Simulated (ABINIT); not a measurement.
Wanted: the native input for an ABINIT 10.8.3 (patched build) run.

```
Task                : single point
Functional          : PW91
Potentials or basis : JTH PAW PBE v2.0
Cutoff              : 626 eV
k mesh              : 13 × 13 × 13
Occupations         : fermi-dirac, width 0.05 eV
Spin                : no spin polarisation
Fine-grid cutoff    : 1224.51 eV
```

Crystal: C.

```
CELL_PARAMETERS angstrom
0.00000 1.78337 1.78337
1.78337 0.00000 1.78337
1.78337 1.78337 0.00000
ATOMIC_POSITIONS crystal
C 0.75000 0.75000 0.75000
C 0.50000 0.50000 0.50000
```

This isn't the form of C at room conditions, which is graphite.

These files were run (other wordings do the same):

run.abi

```
# Pseudopotentials
pp_dirpath "./"
pseudos "C.GGA_PBE-JTH.xml"

# Structure
acell 3*1.0
rprim
     0.0000000000     3.3700808789     3.3700808789
     3.3700808789     0.0000000000     3.3700808789
     3.3700808789     3.3700808789     0.0000000000
ntypat 1
znucl 6
natom 2
typat 1 1
xred
     0.7500000000     0.7500000000     0.7500000000
     0.5000000000     0.5000000000     0.5000000000

# Plane-wave basis
ecut 23.0
pawecutdg 45.0
pawxcdev 0

# k points
kptopt 1
ngkpt 13 13 13
nshiftk 1
shiftk 0.0 0.0 0.0

# Exchange and correlation
ixc -109134

# Bands and occupations
nband 8
occopt 3
tsmear 0.00183747

# SCF cycle
nstep 100
tolvrs 1.0e-9

# Output
iomode 3
prtwf 0
prtden 0
prteig 0
prtebands 0
enunit 1
```

Potentials or basis: JTH PAW PBE v2.0.

Launch:

```console
$ abinit run.abi > log 2>&1
```

It gave:

| Quantity | Value |
| --- | --- |
| Pressure | 0.7 GPa |
| Band gap on the k mesh | 4.19 eV, indirect (least direct gap 5.62 eV) |

Caveat: the PAW data sets were made with another functional, which shifts forces and pressure a little; an odd mesh through Γ misses points on the zone boundary, where band edges often lie; the atomic spheres overlap.

Wall time 12 s on 1 thread of Arm Neoverse V1, on a shared host, peak memory 0.08 GiB.
